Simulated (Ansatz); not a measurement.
**Si2Ni: which structure wins at one pressure**

Aim: bring Si2Ni in several structures (fluorite, MoSi2) to one pressure and rank them by enthalpy. The pressure is set by scaling the first phase. The runs shown use PAW and LAPW.

Method: DFT PBE, with the methods named in each step, in Ansatz 0.2.0.

### Step 1. The system as given

Symmetry: Fm-3m, No. 225, cubic system. Conventional cell: a = 5.317 Å, b = 5.317 Å, c = 5.317 Å, α = 90.00°, β = 90.00°, γ = 90.00°. Around Ni (site symmetry m-3m) lie 8 Si at 2.30 Å. Si (site symmetry -43m) has 4 Ni at 2.30 Å in its first shell of neighbours.

Coordinates:

```
Ni Si
1.0
     0.00000    2.65868    2.65868
     2.65868    0.00000    2.65868
     2.65868    2.65868    0.00000
Ni Si
1 2
Direct
  0.00000 0.00000 0.00000
  0.25000 0.25000 0.25000
  0.75000 0.75000 0.75000
```

Atoms are numbered in the order of the input: Ni1, Si2, Si3.

### Step 2. Cell relaxed at zero pressure, PAW

Contents of input.yaml:

```yaml
crystal:
  lattice:
    - [0.0, 2.6586821493, 2.6586821493]
    - [2.6586821493, 0.0, 2.6586821493]
    - [2.6586821493, 2.6586821493, 0.0]
  atoms:
    - { symbol: Ni, position: [0.0, 0.0, 0.0] }
    - { symbol: Si, position: [0.25, 0.25, 0.25] }
    - { symbol: Si, position: [0.75, 0.75, 0.75] }
kpoints:
  mp_grid: { grid: [11, 11, 11] }
scf:
  occupations: { method: fermi_dirac, width: 0.1 }
hamiltonian:
  xc: pbe
  pseudopotentials: { kind: paw }
output:
  forces: true
  stress: true
relax:
  f_tol: 0.005
  max_steps: 40
  cell: {}
```

The run is started by

```bash
ansatz run input.yaml --threads 2 --pin off --max-ram 5120MiB --backend cpu --events-out ev --progress --plain --runs-dir out
```

Output:

```text
Engine: ansatz 0.2.0
Pseudopotentials: kind: paw
Pseudopotential: Ni, paw, valence charge 18, recommended cutoff 420 eV (normal)
Pseudopotential: Si, paw, valence charge 4, recommended cutoff 420 eV (normal)
Functional definition: PBE
  parameter kappa = 0.804
  parameter beta = 0.06672455060314922
  exchange = pbe_x(kappa = kappa, mu = beta*pi^2/3)
  correlation = pbe_c(beta = beta)
Crystal: 3 atoms, lattice volume = 37.586 Å³
Basis set: ecut = 420 eV, 725 PW (Γ), exchange–correlation on 54×54×54 points (8 copies of the dense FFT grid, shifted against one another)
Bands: 17, of which v1, the nominal top of the filled ones, is band 13 counted from 1 (12 counted from 0)
Symmetry: 48 space group operations
Space group: Fm-3m (ITA 225), of the structure as read, at distance tolerance 3.3e-5 Å
k-points: 56 of 1331
Non-local potential: Ni, projectors of the file, l = 0: 3, l = 1: 2, l = 2: 3, l = 3: 1
Non-local potential: Si, projectors of the file, l = 0: 2, l = 1: 2, l = 2: 2
PAW form: soft (Blöchl's): semilocal exchange-correlation on the pseudo side does not see the compensation charge
PAW one-centre angular grid: Ni, 590 points (default); XC on 64 Gauss nodes
PAW one-centre angular grid: Si, 110 points (default); XC on 64 Gauss nodes
Initial density: superposition of atomic densities (neutral atoms: chi_scale 0, normalization atom), corrected by the library's trained network
Initial wavefunctions: pseudopotential atomic-orbital guess
Functional: x = pbe(κ = 0.804, μ = 0.2195149727645171), c = pbe(β = 0.06672455060314922)
SCF iter   1: F=—  HF=-7112.322132 eV  |F-HF|=—  |Δ(HF+E_count)|=         —  Δρ=1.21e-2  dr2=3.90e-2  ethr=1.77e-3  ⟨swp⟩=5.1  Hψ=4849  notcnv=0
preconditioner: auto → Kerker (q_TF=auto, 2.566 Å⁻¹)  [metal: Δε(μ)=0.033 eV  Ē_g=8.578 eV  σ=0.100 eV  W_gap=0.08  n_scr=14 (ndim 8)  ℏωp=25.7 eV  f_vac=0.000  D(μ)=0.88/eV (n_scr^D=8)]
SCF iter   2: F=—  HF=-7112.318835 eV  |F-HF|=—  |Δ(HF+E_count)|=   3.30e-3  Δρ=3.55e-3  dr2=4.52e-3  ethr=1.50e-4  ⟨swp⟩=1.8  Hψ=1474  notcnv=0
SCF iter   3: F=—  HF=-7112.318342 eV  |F-HF|=—  |Δ(HF+E_count)|=   4.92e-4  Δρ=1.08e-3  dr2=5.26e-4  ethr=1.74e-5  ⟨swp⟩=1.0  Hψ=953  notcnv=0
SCF iter   4: F=—  HF=-7112.318345 eV  |F-HF|=—  |Δ(HF+E_count)|=   2.33e-6  Δρ=3.57e-4  dr2=4.31e-5  ethr=2.02e-6  ⟨swp⟩=2.5  Hψ=1449  notcnv=0
SCF iter   5: F=—  HF=-7112.318352 eV  |F-HF|=—  |Δ(HF+E_count)|=   7.41e-6  Δρ=1.07e-4  dr2=5.97e-6  ethr=1.66e-7  ⟨swp⟩=2.1  Hψ=1188  notcnv=0
SCF iter   6: F=—  HF=-7112.318355 eV  |F-HF|=—  |Δ(HF+E_count)|=   3.12e-6  Δρ=3.48e-5  dr2=6.37e-7  ethr=2.30e-8  ⟨swp⟩=2.2  Hψ=1358  notcnv=0
SCF iter   7: F=-7112.318355 eV  HF=-7112.318355 eV  |F-HF|=3.82e-8  |Δ(HF+E_count)|=   5.35e-8  Δρ=1.18e-5  dr2=5.21e-8  ethr=3.85e-10  ⟨swp⟩=4.4  Hψ=3429  notcnv=0
SCF 1 converged in 7 iterations: F = -7112.318355 eV  dr2 = 5.21e-8
relax step   1: F+E_penalty+E_count = -7112.31835512 eV  Δ(F+E_penalty+E_count) = +0.000e0 eV  max|allowed force component| = 3.392e-17 eV/Å  Δτ_max = 0.0000 Å  P = +12.221 GPa  Ω = 37.586 Å³  (7 SCF iters, dr2 threshold 1.00e-7 eV, accepted)
Crystal: 3 atoms, lattice volume = 38.979 Å³
Basis set: ecut = 420 eV, 749 PW (Γ), exchange–correlation on 54×54×54 points (8 copies of the dense FFT grid, shifted against one another)
Initial density: handed on by an earlier stage of this run
Initial wavefunctions: those handed on with the density
iter 1 solved again at ethr=3.11e-5 eV; its pass at ethr=3.10e-3 eV (dr2=8.08e-3 eV) is discarded
SCF iter   1: F=—  HF=-7112.395267 eV  |F-HF|=—  |Δ(HF+E_count)|=         —  Δρ=5.74e-3  dr2=8.07e-3  ethr=3.11e-5  ⟨swp⟩=1.0  Hψ=6185  notcnv=0
preconditioner: auto → Kerker (q_TF=auto, 2.550 Å⁻¹)  [metal: Δε(μ)=0.057 eV  Ē_g=8.349 eV  σ=0.100 eV  W_gap=0.14  n_scr=14 (ndim 8)  ℏωp=25.2 eV  f_vac=0.002  D(μ)=0.86/eV (n_scr^D=0)]
SCF iter   2: F=—  HF=-7112.394152 eV  |F-HF|=—  |Δ(HF+E_count)|=   1.11e-3  Δρ=1.85e-3  dr2=1.36e-3  ethr=3.10e-5  ⟨swp⟩=1.1  Hψ=981  notcnv=0
SCF iter   3: F=—  HF=-7112.393915 eV  |F-HF|=—  |Δ(HF+E_count)|=   2.37e-4  Δρ=8.91e-4  dr2=4.11e-4  ethr=5.23e-6  ⟨swp⟩=1.0  Hψ=952  notcnv=0
SCF iter   4: F=—  HF=-7112.393915 eV  |F-HF|=—  |Δ(HF+E_count)|=   2.10e-7  Δρ=5.99e-4  dr2=1.42e-4  ethr=1.58e-6  ⟨swp⟩=2.7  Hψ=1526  notcnv=0
SCF iter   5: F=—  HF=-7112.393923 eV  |F-HF|=—  |Δ(HF+E_count)|=   8.28e-6  Δρ=1.24e-4  dr2=5.13e-6  ethr=5.45e-7  ⟨swp⟩=2.7  Hψ=1419  notcnv=0
SCF iter   6: F=—  HF=-7112.393926 eV  |F-HF|=—  |Δ(HF+E_count)|=   2.59e-6  Δρ=2.71e-5  dr2=3.49e-7  ethr=1.97e-8  ⟨swp⟩=2.1  Hψ=1233  notcnv=0
SCF iter   7: F=-7112.393926 eV  HF=-7112.393926 eV  |F-HF|=1.17e-8  |Δ(HF+E_count)|=   3.09e-7  Δρ=5.36e-6  dr2=9.47e-9  ethr=1.15e-9  ⟨swp⟩=4.0  Hψ=3260  notcnv=0
SCF 2 converged in 7 iterations: F = -7112.393926 eV  dr2 = 9.47e-9
relax step   2: F+E_penalty+E_count = -7112.39392604 eV  Δ(F+E_penalty+E_count) = -7.557e-2 eV  max|allowed force component| = 5.860e-17 eV/Å  Δτ_max = 0.0000 Å  P = +5.495 GPa  Ω = 38.979 Å³  energy of the carried Pulay correction = -4.834e-4 eV  (7 SCF iters, dr2 threshold 3.00e-7 eV, accepted)
Crystal: 3 atoms, lattice volume = 40.195 Å³
iter 1 solved again at ethr=2.08e-5 eV; its pass at ethr=3.10e-3 eV (dr2=5.42e-3 eV) is discarded
SCF iter   1: F=—  HF=-7112.416964 eV  |F-HF|=—  |Δ(HF+E_count)|=         —  Δρ=4.64e-3  dr2=5.43e-3  ethr=2.08e-5  ⟨swp⟩=1.0  Hψ=6124  notcnv=0
preconditioner: auto → Kerker (q_TF=auto, 2.537 Å⁻¹)  [metal: Δε(μ)=0.030 eV  Ē_g=8.132 eV  σ=0.100 eV  W_gap=0.07  n_scr=14 (ndim 8)  ℏωp=24.8 eV  f_vac=0.005  D(μ)=0.90/eV (n_scr^D=8)]
SCF iter   2: F=—  HF=-7112.416216 eV  |F-HF|=—  |Δ(HF+E_count)|=   7.48e-4  Δρ=1.51e-3  dr2=9.68e-4  ethr=2.08e-5  ⟨swp⟩=1.1  Hψ=984  notcnv=0
SCF iter   3: F=—  HF=-7112.416046 eV  |F-HF|=—  |Δ(HF+E_count)|=   1.70e-4  Δρ=7.40e-4  dr2=2.95e-4  ethr=3.72e-6  ⟨swp⟩=1.0  Hψ=952  notcnv=0
SCF iter   4: F=—  HF=-7112.416049 eV  |F-HF|=—  |Δ(HF+E_count)|=   2.57e-6  Δρ=5.25e-4  dr2=1.10e-4  ethr=1.13e-6  ⟨swp⟩=2.9  Hψ=1714  notcnv=0
SCF iter   5: F=—  HF=-7112.416058 eV  |F-HF|=—  |Δ(HF+E_count)|=   8.62e-6  Δρ=1.05e-4  dr2=3.93e-6  ethr=4.25e-7  ⟨swp⟩=2.6  Hψ=1415  notcnv=0
SCF iter   6: F=-7112.416060 eV  HF=-7112.416060 eV  |F-HF|=1.76e-7  |Δ(HF+E_count)|=   2.02e-6  Δρ=2.39e-5  dr2=2.83e-7  ethr=1.15e-9  ⟨swp⟩=3.6  Hψ=4035  notcnv=0
SCF 3 converged in 6 iterations: F = -7112.416060 eV  dr2 = 2.83e-7
relax step   3: F+E_penalty+E_count = -7112.41605980 eV  Δ(F+E_penalty+E_count) = -2.213e-2 eV  max|allowed force component| = 1.295e-16 eV/Å  Δτ_max = 0.0000 Å  P = +0.583 GPa  Ω = 40.195 Å³  energy of the carried Pulay correction = -8.915e-4 eV  (6 SCF iters, dr2 threshold 3.00e-7 eV, accepted)
Crystal: 3 atoms, lattice volume = 40.352 Å³
iter 1 solved again at ethr=5.23e-7 eV; its pass at ethr=3.10e-3 eV (dr2=1.36e-4 eV) is discarded
SCF iter   1: F=—  HF=-7112.416306 eV  |F-HF|=—  |Δ(HF+E_count)|=         —  Δρ=5.62e-4  dr2=8.21e-5  ethr=5.23e-7  ⟨swp⟩=2.0  Hψ=5253  notcnv=0
preconditioner: auto → Kerker (q_TF=auto, 2.536 Å⁻¹)  [metal: Δε(μ)=0.035 eV  Ē_g=8.102 eV  σ=0.100 eV  W_gap=0.09  n_scr=14 (ndim 8)  ℏωp=24.8 eV  f_vac=0.002  D(μ)=0.91/eV (n_scr^D=8)]
SCF iter   2: F=—  HF=-7112.416298 eV  |F-HF|=—  |Δ(HF+E_count)|=   7.98e-6  Δρ=1.94e-4  dr2=1.68e-5  ethr=3.16e-7  ⟨swp⟩=1.1  Hψ=976  notcnv=0
SCF iter   3: F=—  HF=-7112.416296 eV  |F-HF|=—  |Δ(HF+E_count)|=   1.93e-6  Δρ=8.25e-5  dr2=4.58e-6  ethr=6.47e-8  ⟨swp⟩=1.0  Hψ=952  notcnv=0
SCF iter   4: F=—  HF=-7112.416297 eV  |F-HF|=—  |Δ(HF+E_count)|=   4.90e-7  Δρ=5.15e-5  dr2=1.11e-6  ethr=1.76e-8  ⟨swp⟩=2.4  Hψ=1461  notcnv=0
iter 5 did not close the SCF: its close was put off for the readings that it lacked (scf_convergence_deferred on its scf_iter line)
SCF iter   5: F=-7112.416297 eV  HF=-7112.416297 eV  |F-HF|=2.00e-8  |Δ(HF+E_count)|=   2.20e-7  Δρ=1.79e-5  dr2=9.50e-8  ethr=4.27e-9  ⟨swp⟩=2.2  Hψ=1378  notcnv=0
SCF iter   6: F=-7112.416297 eV  HF=-7112.416297 eV  |F-HF|=1.56e-9  |Δ(HF+E_count)|=   2.40e-8  Δρ=3.12e-6  dr2=3.50e-9  ethr=3.66e-10  ⟨swp⟩=3.0  Hψ=3589  notcnv=0
SCF 4 converged in 6 iterations: F = -7112.416297 eV  dr2 = 3.50e-9
relax step   4: F+E_penalty+E_count = -7112.41629703 eV  Δ(F+E_penalty+E_count) = -2.372e-4 eV  max|allowed force component| = 1.542e-16 eV/Å  Δτ_max = 0.0000 Å  P = +0.006 GPa  Ω = 40.352 Å³  energy of the carried Pulay correction = -9.435e-4 eV  (6 SCF iters, dr2 threshold 3.00e-7 eV, accepted)
Initial wavefunctions: pseudopotential atomic-orbital guess (no wavefunctions were taken with the density)
iter 1 solved again at ethr=4.63e-7 eV; its pass at ethr=3.10e-3 eV (dr2=1.20e-4 eV) is discarded
SCF iter   1: F=—  HF=-7112.416277 eV  |F-HF|=—  |Δ(HF+E_count)|=         —  Δρ=6.62e-4  dr2=4.04e-6  ethr=4.63e-7  ⟨swp⟩=3.0  Hψ=7261  notcnv=0
preconditioner: auto → Kerker (q_TF=auto, 2.536 Å⁻¹)  [metal: Δε(μ)=0.036 eV  Ē_g=8.102 eV  σ=0.100 eV  W_gap=0.09  n_scr=14 (ndim 8)  ℏωp=24.8 eV  f_vac=0.002  D(μ)=0.90/eV (n_scr^D=8)]
SCF iter   2: F=—  HF=-7112.417162 eV  |F-HF|=—  |Δ(HF+E_count)|=   8.85e-4  Δρ=3.39e-4  dr2=1.34e-6  ethr=1.55e-8  ⟨swp⟩=2.1  Hψ=1326  notcnv=0
SCF iter   3: F=—  HF=-7112.417469 eV  |F-HF|=—  |Δ(HF+E_count)|=   3.07e-4  Δρ=1.90e-5  dr2=6.12e-8  ethr=5.15e-9  ⟨swp⟩=2.1  Hψ=1094  notcnv=0
SCF iter   4: F=—  HF=-7112.417469 eV  |F-HF|=—  |Δ(HF+E_count)|=   2.04e-7  Δρ=1.76e-6  dr2=1.64e-9  ethr=2.35e-10  ⟨swp⟩=2.4  Hψ=1526  notcnv=0
SCF iter   5: F=—  HF=-7112.417469 eV  |F-HF|=—  |Δ(HF+E_count)|=   2.87e-9  Δρ=1.88e-6  dr2=8.72e-10  ethr=6.30e-12  ⟨swp⟩=2.1  Hψ=1540  notcnv=0
SCF iter   6: F=—  HF=-7112.417469 eV  |F-HF|=—  |Δ(HF+E_count)|=   5.43e-9  Δρ=2.93e-7  dr2=4.20e-11  ethr=3.35e-12  ⟨swp⟩=2.1  Hψ=1284  notcnv=0
SCF iter   7: F=—  HF=-7112.417469 eV  |F-HF|=—  |Δ(HF+E_count)|=  8.82e-11  Δρ=3.09e-7  dr2=5.39e-11  ethr=1.00e-12  ⟨swp⟩=5.8  Hψ=4245  notcnv=0
SCF iter   8: F=-7112.417469 eV  HF=-7112.417469 eV  |F-HF|=1.82e-12  |Δ(HF+E_count)|=  2.09e-11  Δρ=1.29e-7  dr2=9.67e-12  ethr=1.00e-12  ⟨swp⟩=4.1  Hψ=4062  notcnv=0
SCF 5 converged in 8 iterations: F = -7112.417469 eV  dr2 = 9.67e-12
relax step   5: F+E_penalty+E_count = -7112.41746874 eV  Δ(F+E_penalty+E_count) = -1.172e-3 eV  max|allowed force component| = 8.943e-17 eV/Å  Δτ_max = 0.0000 Å  P = +0.042 GPa  Ω = 40.352 Å³  stress off target by 4.18e-2 GPa  SCF on the basis re-selected at this cell (its energy is not comparable with the rows above)  (8 SCF iters)
basis re-selected at this cell: Δ(F+E_penalty+E_count) = -1.172e-3 eV, ΔP = +0.036 GPa vs the last step (what re-selecting the basis moved, of the pressure what is left beyond the Pulay correction that the steps carried, after the strain that the cell walked since its last selection, with what the two solves' SCF thresholds leave and, on support functions, any second-order correction that the steps lacked; it is no measure of the basis error at this ecutwfc). This SCF's stress stands 4.18e-2 GPa from its target on what of the cell is left free (relax.cell.stress_tol is 5.00e-2 GPa) and its largest allowed force component is 8.94e-17 eV/Å (relax.f_tol is 5.00e-3 eV/Å): within both
SCF converged after 8 iterations
Free energy (F): -7112.417469 eV
Harris-Foulkes:  -7112.417469 eV  (|F-HF|=1.82e-12)
Internal energy: -7112.387770 eV  (E = F + TS)
E sigma→0 (E₀):  -7112.402619 eV
Entropy (-TS):   -0.029699 eV (-9.900 meV/atom)
Fermi energy:    12.874178 eV
--- Per-component energies (eV) ---
  E_band       = -351.254493
  E_kinetic    = 369.236782
  E_local      = -4933.846764  (includes V_loc(G=0)·N_el)
  E_nonlocal   = 679.606199
  E_hartree    = 2132.732099
  E_xc         = -198.811789
  E_vxc        = -207.870010  (∫ρ·V_xc dr)
  E_paw        = -2651.434343  (= ΣΔE_a)
  E_vpaw       = -523.845694  (= ΣTr[D̂ρ^β])
  E_aug_tail   = 0.000571  (compensation charges beyond the density's cutoff)
  E_ewald      = -2509.870525
  E_smearing   = -0.029699  (= −TS)
  E_closure    = 0.000000  (closes the sum)
  Σ components = -7112.417469   (vs F -7112.417469, Δ=0.00e0)
--- Forces (eV/Å), atoms counted from 1 ---
  atom   1  Ni    -0.00000000     0.00000000    -0.00000000
  atom   2  Si     0.00000000     0.00000000     0.00000000
  atom   3  Si    -0.00000000    -0.00000000    -0.00000000
  max |Σ_I F_I| component: 5.09e-17 eV/Å
--- Stress (GPa, compression-positive) ---
        0.041845      -0.000000      -0.000000
       -0.000000       0.041845      -0.000000
       -0.000000      -0.000000       0.041845
  P = ⅓ Tr σ = 0.0418 GPa (0.418 kbar)
--- Relaxed structure (4 steps of the walk, 4 accepted, 1 SCFs on fresh bases) ---
  F+E_penalty+E_count = -7112.41746874 eV   max|allowed force component| = 8.943e-17 eV/Å   (the final SCF, on the basis selected at the relaxed cell)
  cell:  # Å, volume = 40.3522 Å³
    - [-1.5923037597189672e-34, 2.722361725492571, 2.722361725492571]
    - [2.722361725492571, 2.993531068765255e-34, 2.722361725492571]
    - [2.722361725492571, 2.722361725492571, 3.0572232197373543e-34]
  atoms:
    - { symbol: Ni, position: [-4.025347116521923e-34, 3.682015159071174e-34, 2.7758954691691054e-34] }
    - { symbol: Si, position: [0.24999999999999997, 0.24999999999999997, 0.24999999999999997] }
    - { symbol: Si, position: [0.75, 0.75, 0.75] }
```

Run time: 11 s. Hardware: 2 threads of Intel Xeon at 2.50GHz (Skylake/Cascade Lake), shared host; peak memory 0.38 GiB.

Relaxation path:

| step | energy from step 1 (eV/cell) | largest force component (eV/Å) | pressure (GPa) | volume (Å³) |
| --- | --- | --- | --- | --- |
| 1 | 0.0000 | 0.0000 | 12.22 | 37.59 |
| 2 | -0.0756 | 0.0000 | 5.49 | 38.98 |
| 3 | -0.0977 | 0.0000 | 0.58 | 40.19 |
| 4 | -0.0979 | 0.0000 | 0.01 | 40.35 |
| 5 | -0.0991 | 0.0000 | 0.04 | 40.35 |

Step 1 is the start. Step 5 repeats the geometry before on a plane-wave basis chosen anew for that cell, so the energy can jump there without any move; the table keeps such jumps.

| input's cell | before | after | change |
| --- | --- | --- | --- |
| a (Å) | 3.760 | 3.850 | +2.4 % |
| b (Å) | 3.760 | 3.850 | +2.4 % |
| c (Å) | 3.760 | 3.850 | +2.4 % |
| volume (Å³/atom) | 12.53 | 13.45 | +7.4 % |

### Step 3. Volume scaled by 1, to set the pressure, PAW

Contents of input.yaml:

```yaml
crystal:
  lattice:
    - [0.0, 2.7223617255, 2.7223617255]
    - [2.7223617255, 0.0, 2.7223617255]
    - [2.7223617255, 2.7223617255, 0.0]
  atoms:
    - { symbol: Ni, position: [0.0, 0.0, 0.0] }
    - { symbol: Si, position: [0.25, 0.25, 0.25] }
    - { symbol: Si, position: [0.75, 0.75, 0.75] }
kpoints:
  mp_grid: { grid: [10, 10, 10] }
scf:
  occupations: { method: fermi_dirac, width: 0.1 }
hamiltonian:
  xc: pbe
  pseudopotentials: { kind: paw }
output:
  forces: true
  stress: true
  eigenvalues: true
```

The run is started by

```bash
ansatz run input.yaml --threads 2 --pin off --max-ram 5120MiB --backend cpu --events-out ev --progress --plain --runs-dir out
```

Output, shortened:

```text
[...]
[... 4 set-up lines as earlier in the session ...]
[...]
Crystal: 3 atoms, lattice volume = 40.352 Å³
Basis set: ecut = 420 eV, 749 PW (Γ), exchange–correlation on 54×54×54 points (8 copies of the dense FFT grid, shifted against one another)
[...]
--- Stress (GPa, compression-positive) ---
        0.076838       0.000000       0.000000
        0.000000       0.076838       0.000000
       -0.000000       0.000000       0.076838
  P = ⅓ Tr σ = 0.0768 GPa (0.768 kbar)
--- Band table (eV; the first three rows and the last of 47) ---
  k-point 0: bands = ["-91.6348", "-52.0296", "-52.0296", "-52.0296", "-0.7609", "7.8323", "7.8323", "7.8323", "9.5135", "9.5135", "12.4376", "14.5973", "14.5973", "14.5973", "15.1981", "15.1981", "15.1981"]
[...]
```

It took 2.2 s on 2 threads of Intel Xeon at 2.50GHz (Skylake/Cascade Lake), shared host; peak memory 0.36 GiB.

Read from it: pressure 0.08 GPa; no gap.

### Step 4. Fluorite relaxed under pressure, PAW

input.yaml, as its differences from that of step 3:

```diff
@@ -20 +20,5 @@
   eigenvalues: true
+relax:
+  f_tol: 0.005
+  max_steps: 40
+  cell: { p_target: 0.077, stress_tol: 0.03 }
```

The run is started by

```bash
ansatz run input.yaml --threads 2 --pin off --max-ram 5120MiB --backend cpu --events-out ev --progress --plain --runs-dir out
```

Output, shortened:

```text
[...]
[... 4 set-up lines as earlier in the session ...]
[...]
Crystal: 3 atoms, lattice volume = 40.352 Å³
Basis set: ecut = 420 eV, 749 PW (Γ), exchange–correlation on 54×54×54 points (8 copies of the dense FFT grid, shifted against one another)
[...]
  cell:  # Å, volume = 40.3522 Å³
    - [0.0, 2.7223617255, 2.7223617255]
    - [2.7223617255, 0.0, 2.7223617255]
    - [2.7223617255, 2.7223617255, 0.0]
  atoms:
    - { symbol: Ni, position: [0.0, 0.0, 0.0] }
    - { symbol: Si, position: [0.24999999999999997, 0.24999999999999997, 0.24999999999999997] }
    - { symbol: Si, position: [0.7499999999999999, 0.7499999999999999, 0.7499999999999999] }
```

Run time: 4.7 s. Hardware: 2 threads of Intel Xeon at 2.50GHz (Skylake/Cascade Lake), shared host; peak memory 0.38 GiB.

The steps of the relaxation:

| step | energy from step 1 (eV/cell) | largest force component (eV/Å) | pressure (GPa) | volume (Å³) |
| --- | --- | --- | --- | --- |
| 1 | 0.0000 | 0.0000 | 0.08 | 40.35 |
| 2 | 0.0000 | 0.0000 | 0.08 | 40.35 |

Step 1 is the start. Step 2 repeats the geometry before on a plane-wave basis chosen anew for that cell, so the energy can jump there without any move; the table keeps such jumps.

| input's cell | before | after | change |
| --- | --- | --- | --- |
| a (Å) | 3.850 | 3.850 | +0.0 % |
| b (Å) | 3.850 | 3.850 | +0.0 % |
| c (Å) | 3.850 | 3.850 | +0.0 % |
| volume (Å³/atom) | 13.45 | 13.45 | +0.0 % |

Read from it: pressure 0.08 GPa; no gap.

### Step 5. Fluorite relaxed under pressure, LAPW

input.yaml, as its differences from that of step 4:

```diff
@@ -15,3 +15,3 @@
   xc: pbe
-  pseudopotentials: { kind: paw }
+  pseudopotentials: { kind: all_electron, lapw: { basis_error: 0.0005 } }
 output:
@@ -22,3 +22,3 @@
   f_tol: 0.005
-  max_steps: 40
+  max_steps: 12
   cell: { p_target: 0.077, stress_tol: 0.03 }
```

The run is started by

```bash
ansatz run input.yaml --threads 2 --pin off --max-ram 5120MiB --backend cpu --events-out ev --progress --plain --runs-dir out
```

Output, shortened:

```text
[...]
LAPW: plane waves up to 9.413 Å⁻¹, error target 5.0e-4 eV per atom; small_component_spin mean_spin; Si in spheres of 1.048 Å, 12 of its electrons in bands, Dirac shells []; Ni in spheres of 1.239 Å, 18 of its electrons in bands, Dirac shells []
[...]
Pseudopotentials: kind: all_electron
Pseudopotential: Ni, LAPW, valence charge 18, Koelling and Harmon's equation, gaussian nucleus
[...]
  cell:  # Å, volume = 40.3522 Å³
    - [0.0, 2.7223617255, 2.7223617255]
    - [2.7223617255, 0.0, 2.7223617255]
    - [2.7223617255, 2.7223617255, 0.0]
  atoms:
    - { symbol: Ni, position: [0.0, 0.0, 0.0] }
    - { symbol: Si, position: [0.24999999999999997, 0.24999999999999997, 0.24999999999999997] }
    - { symbol: Si, position: [0.7499999999999999, 0.7499999999999999, 0.7499999999999999] }
```

It took 28 s on 2 threads of Intel Xeon at 2.50GHz (Skylake/Cascade Lake), shared host; peak memory 0.46 GiB.

The steps of the relaxation:

| step | energy from step 1 (eV/cell) | largest force component (eV/Å) | pressure (GPa) | volume (Å³) |
| --- | --- | --- | --- | --- |
| 1 | 0.0000 | 0.0000 | 0.06 | 40.35 |
| 2 | 0.0000 | 0.0000 | 0.06 | 40.35 |

Step 1 is the start. Step 2 repeats the geometry before on a plane-wave basis chosen anew for that cell, so the energy can jump there without any move; the table keeps such jumps.

| input's cell | before | after | change |
| --- | --- | --- | --- |
| a (Å) | 3.850 | 3.850 | +0.0 % |
| b (Å) | 3.850 | 3.850 | +0.0 % |
| c (Å) | 3.850 | 3.850 | +0.0 % |
| volume (Å³/atom) | 13.45 | 13.45 | +0.0 % |

This run gives: pressure 0.06 GPa; no gap.

### Step 6. MoSi2 relaxed under pressure, PAW

Contents of input.yaml:

```yaml
crystal:
  lattice:
    - [-1.6028041943, 1.6028041943, 3.926870276]
    - [1.6028041943, -1.6028041943, 3.926870276]
    - [1.6028041943, 1.6028041943, -3.926870276]
  atoms:
    - { symbol: Ni, position: [0.0, 0.0, 0.0] }
    - { symbol: Si, position: [0.335, 0.335, 0.0] }
    - { symbol: Si, position: [-0.335, -0.335, 0.0] }
kpoints:
  mp_grid: { grid: [15, 15, 15] }
scf:
  occupations: { method: fermi_dirac, width: 0.1 }
hamiltonian:
  xc: pbe
  pseudopotentials: { kind: paw }
output:
  forces: true
  stress: true
  eigenvalues: true
  write_density: true
  write_potential: true
  elf: true
  volumetric_format: npy
relax:
  f_tol: 0.005
  max_steps: 40
  cell: { p_target: 0.077, stress_tol: 0.03 }
```

The run is started by

```bash
ansatz run input.yaml --threads 2 --pin off --max-ram 5120MiB --backend cpu --events-out ev --progress --plain --runs-dir out
```

Output, shortened:

```text
[...]
[... 4 set-up lines as earlier in the session ...]
[...]
Crystal: 3 atoms, lattice volume = 40.352 Å³
Basis set: ecut = 420 eV, 793 PW (Γ), exchange–correlation on 64×64×64 points (8 copies of the dense FFT grid, shifted against one another)
[...]
relax step   5: F+E_penalty+E_count = -7111.31682526 eV  Δ(F+E_penalty+E_count) = -1.901e-2 eV  max|allowed force component| = 6.417e-2 eV/Å  Δτ_max = 0.0098 Å  P = +0.018 GPa  Ω = 38.547 Å³  energy of the carried Pulay correction = +4.166e-4 eV  (6 SCF iters, dr2 threshold 3.00e-7 eV, accepted)
[...]
```

[end of part 1 of 3]
